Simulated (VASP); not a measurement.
This VASP 6.6.1 run on Ru needs a look.

The input INCAR:

```
SYSTEM = Ru
PREC = Accurate ; ENCUT = 520
EDIFF = 1E-6 ; ISMEAR = -5
SIGMA = 0.05 ; LREAL = .FALSE.
LASPH = .TRUE. ; NELM = 92
ALGO = Normal ; ISIF = 2
LWAVE = .FALSE. ; LCHARG = .FALSE.
LMAXMIX = 4 ; LDAU = .TRUE.
LDAUTYPE = 2 ; LDAUL = 2
LDAUU = 7 ; LDAUJ = 1
LDAUPRINT = 1 ; METAGGA = R2SCAN
LMIXTAU = .TRUE. ; LUSE_VDW = .TRUE.
IVDW_NL = 2 ; BPARAM = 11.95
CPARAM = 0.0093 ; LOPTICS = .TRUE.
NBANDS = 52 ; NEDOS = 2000
CSHIFT = 0.1
```

File Ru.cif:

```cif
data_Ru
_cell_length_a 3.83000000
_cell_length_b 3.83000000
_cell_length_c 3.83000000
_cell_angle_alpha 90.00000000
_cell_angle_beta 90.00000000
_cell_angle_gamma 90.00000000
_space_group_name_H-M_alt 'Fm-3m'
_space_group_name_Hall '-F 4 2 3'
_space_group_IT_number 225
loop_
_space_group_symop_operation_xyz
'x,y,z'
'-x,-y,-z'
'-y,x,z'
'y,-x,-z'
'-x,-y,z'
'x,y,-z'
'y,-x,z'
'-y,x,-z'
'x,-y,-z'
'-x,y,z'
'-y,-x,-z'
'y,x,z'
'-x,y,-z'
'x,-y,z'
'y,x,-z'
'-y,-x,z'
'z,x,y'
'-z,-x,-y'
'z,-y,x'
'-z,y,-x'
'z,-x,-y'
'-z,x,y'
'z,y,-x'
'-z,-y,x'
'-z,x,-y'
'z,-x,y'
'-z,-y,-x'
'z,y,x'
'-z,-x,y'
'z,x,-y'
'-z,y,x'
'z,-y,-x'
'y,z,x'
'-y,-z,-x'
'x,z,-y'
'-x,-z,y'
'-y,z,-x'
'y,-z,x'
'-x,z,y'
'x,-z,-y'
'-y,-z,x'
'y,z,-x'
'-x,-z,-y'
'x,z,y'
'y,-z,-x'
'-y,z,x'
'x,-z,y'
'-x,z,-y'
'x,y+1/2,z+1/2'
'-x,-y+1/2,-z+1/2'
'-y,x+1/2,z+1/2'
'y,-x+1/2,-z+1/2'
'-x,-y+1/2,z+1/2'
'x,y+1/2,-z+1/2'
'y,-x+1/2,z+1/2'
'-y,x+1/2,-z+1/2'
'x,-y+1/2,-z+1/2'
'-x,y+1/2,z+1/2'
'-y,-x+1/2,-z+1/2'
'y,x+1/2,z+1/2'
[... 40 lines left out ...]
'-x+1/2,-y,z+1/2'
'x+1/2,y,-z+1/2'
'y+1/2,-x,z+1/2'
'-y+1/2,x,-z+1/2'
'x+1/2,-y,-z+1/2'
'-x+1/2,y,z+1/2'
'-y+1/2,-x,-z+1/2'
'y+1/2,x,z+1/2'
'-x+1/2,y,-z+1/2'
'x+1/2,-y,z+1/2'
'y+1/2,x,-z+1/2'
'-y+1/2,-x,z+1/2'
'z+1/2,x,y+1/2'
'-z+1/2,-x,-y+1/2'
'z+1/2,-y,x+1/2'
'-z+1/2,y,-x+1/2'
'z+1/2,-x,-y+1/2'
'-z+1/2,x,y+1/2'
'z+1/2,y,-x+1/2'
'-z+1/2,-y,x+1/2'
'-z+1/2,x,-y+1/2'
'z+1/2,-x,y+1/2'
'-z+1/2,-y,-x+1/2'
'z+1/2,y,x+1/2'
'-z+1/2,-x,y+1/2'
'z+1/2,x,-y+1/2'
'-z+1/2,y,x+1/2'
'z+1/2,-y,-x+1/2'
'y+1/2,z,x+1/2'
'-y+1/2,-z,-x+1/2'
'x+1/2,z,-y+1/2'
'-x+1/2,-z,y+1/2'
'-y+1/2,z,-x+1/2'
'y+1/2,-z,x+1/2'
'-x+1/2,z,y+1/2'
'x+1/2,-z,-y+1/2'
'-y+1/2,-z,x+1/2'
'y+1/2,z,-x+1/2'
'-x+1/2,-z,-y+1/2'
'x+1/2,z,y+1/2'
'y+1/2,-z,-x+1/2'
'-y+1/2,z,x+1/2'
'x+1/2,-z,y+1/2'
'-x+1/2,z,-y+1/2'
'x+1/2,y+1/2,z'
'-x+1/2,-y+1/2,-z'
'-y+1/2,x+1/2,z'
'y+1/2,-x+1/2,-z'
'-x+1/2,-y+1/2,z'
'x+1/2,y+1/2,-z'
'y+1/2,-x+1/2,z'
'-y+1/2,x+1/2,-z'
'x+1/2,-y+1/2,-z'
'-x+1/2,y+1/2,z'
'-y+1/2,-x+1/2,-z'
'y+1/2,x+1/2,z'
'-x+1/2,y+1/2,-z'
'x+1/2,-y+1/2,z'
'y+1/2,x+1/2,-z'
'-y+1/2,-x+1/2,z'
'z+1/2,x+1/2,y'
'-z+1/2,-x+1/2,-y'
'z+1/2,-y+1/2,x'
'-z+1/2,y+1/2,-x'
'z+1/2,-x+1/2,-y'
'-z+1/2,x+1/2,y'
'z+1/2,y+1/2,-x'
'-z+1/2,-y+1/2,x'
'-z+1/2,x+1/2,-y'
'z+1/2,-x+1/2,y'
'-z+1/2,-y+1/2,-x'
'z+1/2,y+1/2,x'
'-z+1/2,-x+1/2,y'
'z+1/2,x+1/2,-y'
'-z+1/2,y+1/2,x'
'z+1/2,-y+1/2,-x'
'y+1/2,z+1/2,x'
'-y+1/2,-z+1/2,-x'
'x+1/2,z+1/2,-y'
'-x+1/2,-z+1/2,y'
'-y+1/2,z+1/2,-x'
'y+1/2,-z+1/2,x'
'-x+1/2,z+1/2,y'
'x+1/2,-z+1/2,-y'
'-y+1/2,-z+1/2,x'
'y+1/2,z+1/2,-x'
'-x+1/2,-z+1/2,-y'
'x+1/2,z+1/2,y'
'y+1/2,-z+1/2,-x'
'-y+1/2,z+1/2,x'
'x+1/2,-z+1/2,y'
'-x+1/2,z+1/2,-y'
loop_
_atom_site_label
_atom_site_type_symbol
_atom_site_symmetry_multiplicity
_atom_site_Wyckoff_symbol
_atom_site_fract_x
_atom_site_fract_y
_atom_site_fract_z
_atom_site_occupancy
Ru1 Ru 4 a 0.0000000000 0.0000000000 0.0000000000 1
```

The input KPOINTS:

```
Automatic mesh
0
G
  2 1 1
  0 0 0
```

File POSCAR:

```
Ru
 1.0000000000000000
     3.8300000000000001    0.0000000000000000    0.0000000000000000
     0.0000000000000000    3.8300000000000001    0.0000000000000000
     0.0000000000000000    0.0000000000000000    3.8300000000000001
 Ru 
   4
Cartesian
  0.0000000000000000  0.0000000000000000  0.0000000000000000
  0.0000000000000000  1.9150000000000000  1.9150000000000000
  1.9150000000000000  0.0000000000000000  1.9150000000000000
  1.9150000000000000  1.9150000000000000  0.0000000000000000
```

Potentials or basis: VASP PAW PBE potentials, release 64 (Ru_pv).

Command:

```bash
$ ase convert -i cif -o vasp Ru.cif POSCAR
$ cat potpaw_PBE.64/Ru_pv/POTCAR > POTCAR
$ mpirun -np 1 vasp_std > vasp.out
```

OUTCAR:

```text
SYSTEM = Ru
   PREC = Accurate
   ENCUT = 520
   EDIFF = 1E-6
   ISMEAR = -5
   LREAL = .FALSE.
   LASPH = .TRUE.
   NELM = 92
   ISIF = 2
   METAGGA = R2SCAN
[... 140 lines left out ...]
|     EEEEEEE  RRRRRR   RRRRRR   OOOOOOO  RRRRRR      ###     ###     ###     |
|     E        R     R  R     R  O     O  R     R     ###     ###     ###     |
|     E        R     R  R     R  O     O  R     R     ###     ###     ###     |
|     EEEEE    RRRRRR   RRRRRR   O     O  RRRRRR       #       #       #      |
|     E        R   R    R   R    O     O  R   R                               |
|     E        R    R   R    R   O     O  R    R      ###     ###     ###     |
|     EEEEEEE  R     R  R     R  OOOOOOO  R     R     ###     ###     ###     |
|                                                                             |
|     IBZKPT: tetrahedron method fails for NKPT<4. NKPT = 2                   |
|                                                                             |
|       ---->  I REFUSE TO CONTINUE WITH THIS SICK JOB ... BYE!!! <----       |
|                                                                             |
 -----------------------------------------------------------------------------
```

On the terminal:

```text
POSCAR found type information on POSCAR Ru
 POSCAR found :  1 types and       4 ions
[... 58 lines left out ...]

1
```

Question: How did it end, and where is the flaw?

Answer: The input was rejected before any iteration. The input holds a flaw that was put in on purpose: tetrahedra on too few k points (ISMEAR = -5; k = 2 × 1 × 1).
